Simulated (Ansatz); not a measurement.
Here is the system:

NaBr (rock salt)

```
CELL_PARAMETERS angstrom
      0.00000     5.94759     5.94759
      2.97379     0.00000     2.97379
      2.97379     2.97379     0.00000
ATOMIC_POSITIONS crystal
  Br 0.00000 0.00000 0.00000
  Br 0.50000 0.00000 0.00000
  Na 0.25000 0.50000 0.50000
  Na 0.75000 0.50000 0.50000
```

A phonon eigenvector at L = (0.5, 0.0, 0.0) is frozen into this cell: atom i moves by Q times the vector below, so Q is the largest atomic displacement, in Å. The cell is held. It is one choice among 2 degenerate patterns. (q is in reciprocal vectors of the primitive cell; the cell shown is doubled to hold the pattern.)

```
atom       x       y       z
----  ------  ------  ------
Na3   -0.285   0.520  -0.805
Na4    0.285  -0.520   0.805
```

Atoms not listed stay in place.

All values below come from r2SCAN (plane waves to 500 eV, PAW, scalar-relativistic; Ansatz, a first-principles code). k mesh 5×10×10 (Γ-centred), Fermi-Dirac smearing 0.05 eV. The energy includes the smearing's −TS. NaBr was relaxed with its symmetry unable to fall. ΔE is measured from the undisplaced structure.

The scan covers Q from -0.180 to 0.180 Å in 13 points.

### Question
Is this a single well or a double well?

### Answer
A single well with its minimum at or next to zero displacement.

### Question
Which space group does the distorted structure have?

### Answer
P-1 (No. 2), lowered from Fm-3m.

### Question
What is the energy change at Q = 0.180 Å?

### Answer
45.9 meV/cell.

### Question
What harmonic wavenumber does the curvature at Q = 0 give?

### Answer
129 cm⁻¹.

(A displaced cell: forces are minus the slopes of the energy, force constants its curvatures, and phonons follow from these.)
